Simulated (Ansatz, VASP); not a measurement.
# One calculation of CdS, two programs

INCAR

```
ALGO = Normal ; EDIFF = 1E-6
ENCUT = 520 ; GGA = PS
ISIF = 2 ; ISMEAR = -1
LASPH = True ; LCHARG = False
LREAL = False ; LWAVE = False
NBANDS = 26 ; NELM = 80
PREC = Accurate ; SIGMA = 0.01
```

KPOINTS

```
k-points
0
Gamma
  7 7 4
```

Contents of POSCAR:

```
CdS
1.0
    4.0521032193      0.0000000000      0.0000000000
   -2.0260516097      3.5092243267      0.0000000000
    0.0000000000      0.0000000000      6.7490000000
Cd S
2 2
Direct
    0.3333333333      0.6666666667      0.0000000000
    0.6666666667      0.3333333333      0.5000000000
    0.3333333333      0.6666666667      0.3850000000
    0.6666666667      0.3333333333      0.8850000000
```

Input for Ansatz:

```yaml
crystal:
  lattice:
    - [4.0521032193, 0.0, 0.0]
    - [-2.0260516097, 3.5092243267, 0.0]
    - [0.0, 0.0, 6.749]
  atoms:
    - { symbol: Cd, position: [0.3333333333, 0.6666666667, 0.0] }
    - { symbol: Cd, position: [0.6666666667, 0.3333333333, 0.5] }
    - { symbol: S, position: [0.3333333333, 0.6666666667, 0.385] }
    - { symbol: S, position: [0.6666666667, 0.3333333333, 0.885] }
kpoints:
  mp_grid: { grid: [7, 7, 4] }
  band_path:
    path:
      - [0.0, 0.0, 0.0]
      - [0.5, 0.0, 0.0]
      - [0.3333333333, 0.3333333333, 0.0]
      - [0.0, 0.0, 0.0]
      - [0.0, 0.0, 0.5]
      - [0.5, 0.0, 0.5]
      - [0.3333333333, 0.3333333333, 0.5]
      - [0.0, 0.0, 0.5]
      - [0.5, 0.0, 0.5]
    npoints: 5
scf:
  occupations: { method: fermi_dirac, width: 0.01 }
hamiltonian:
  xc: pbesol
  pseudopotentials: { kind: all_electron, lapw: { basis_error: 0.001 } }
output:
  forces: true
  stress: true
  eigenvalues: true
```

Change from the starting cell: equal xx and yy strain of -2 %.

Alike in both runs: task single point; functional PBEsol; k mesh 7 × 7 × 4; occupations fermi-dirac, width 0.01 eV; no spin polarisation.

```csv
,VASP,Ansatz
version,VASP 6.6.1,Ansatz 0.2.0
potentials or method,"VASP PAW PBE potentials, release 64 (Cd, S)","all-electron LAPW, scalar-relativistic"
plane-wave cutoff (eV),520,see its input
```

|  | VASP | Ansatz | Ansatz less VASP |
| --- | --- | --- | --- |
| gap on the k mesh at the Fermi level (eV) | 1.15 | 1.15 | -0.006 |
| pressure (GPa) | 2.7 | 2.3 | -0.43 |
| largest component of the traceless stress (GPa) | 3.25 | 3.15 | -0.099 |
| rms of the force components (eV/Å) | 0.253 | 0.244 | -0.0090 |

Atom by atom the forces differ by 0.009 eV/Å (rms over components). Ansatz ran all-electron here, so the differences hold the error of VASP's frozen core and of both bases.

Caveats: the PAW data sets were made with another functional, which shifts forces and pressure a little (VASP).
